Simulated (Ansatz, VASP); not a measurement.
# Two plane-wave programs on CoO

Contents of INCAR:

```
PREC = Accurate
ENCUT = 520
EDIFF = 1E-7
ISMEAR = -1
SIGMA = 0.05
LREAL = F
LASPH = T
NELM = 120
ALGO = Normal
ISIF = 2
LWAVE = F
LCHARG = F
ISPIN = 2
MAGMOM = 2 0
LORBIT = 11
LMAXMIX = 4
GGA = PE
IBRION = 2
NSW = 60
EDIFFG = -0.005
```

The input KPOINTS:

```
regular mesh
0
Gamma
  9 9 9
```

POSCAR

```
CoO
1.0
   -1.4929204356      1.5080004400      2.1072503600
    1.4929204356     -1.5080004400      2.1072503600
    1.4929204356      1.5080004400     -2.1072503600
Co O
1 1
Direct
    0.0000000000      0.0000000000      0.0000000000
    0.5000000000      0.5000000000      0.0000000000
```

Contents of input.yaml:

```yaml
crystal:
  lattice:
    - [-1.4929204356, 1.50800044, 2.10725036]
    - [1.4929204356, -1.50800044, 2.10725036]
    - [1.4929204356, 1.50800044, -2.10725036]
  atoms:
    - { symbol: Co, position: [0.0, 0.0, 0.0], spin: 2.0 }
    - { symbol: O, position: [0.5, 0.5, 0.0] }
hamiltonian:
  xc: pbe
  pseudopotentials: { kind: paw }
magnetization:
  spin_polarized: true
kpoints:
  mp_grid: { grid: [9, 9, 9] }
scf:
  occupations: { method: fermi_dirac, width: 0.05 }
output:
  forces: true
  stress: true
  eigenvalues: true
  write_density: true
  write_potential: true
  elf: true
  volumetric_format: npy
relax:
  f_tol: 0.01
  max_steps: 40
```

Change from the starting cell: strain = -0.01.

Alike in both runs: task relaxation of the atoms; functional PBE; k mesh 9 × 9 × 9; occupations fermi-dirac, width 0.05 eV; collinear spin, ferromagnetic start.

|  | VASP | Ansatz |
| --- | --- | --- |
| version | VASP 6.6.1 | Ansatz 0.2.0 |
| potentials or method | VASP PAW PBE potentials, release 64 (Co, O) | Ansatz PAW |
| plane-wave cutoff (eV) | 520 | 420 |
| valence electrons in the cell | 15 | 23 |

|  | VASP | Ansatz | Ansatz less VASP |
| --- | --- | --- | --- |
| gap on the k mesh at the Fermi level, each at its own relaxed structure (eV) | none | none | - |
| net moment per atom (μB) | 1.41 | 1.42 | +0.019 |
| size of the moment on the site where the two differ most (μB) | 2.49 | 2.43 | -0.061 |

Site moments also hang on the region over which each program counts them. A gap of «none» marks a metal or a gap that the smearing closes. The two sets of potentials don't hold the same shells in valence.

Caveats: the relaxation stopped at its first step, so nothing moved; a cell with one magnetic atom can't hold antiferromagnetic order, which such compounds often take; semilocal functionals often make such compounds metallic where correlation or magnetic order opens a gap, which also shifts bond lengths.
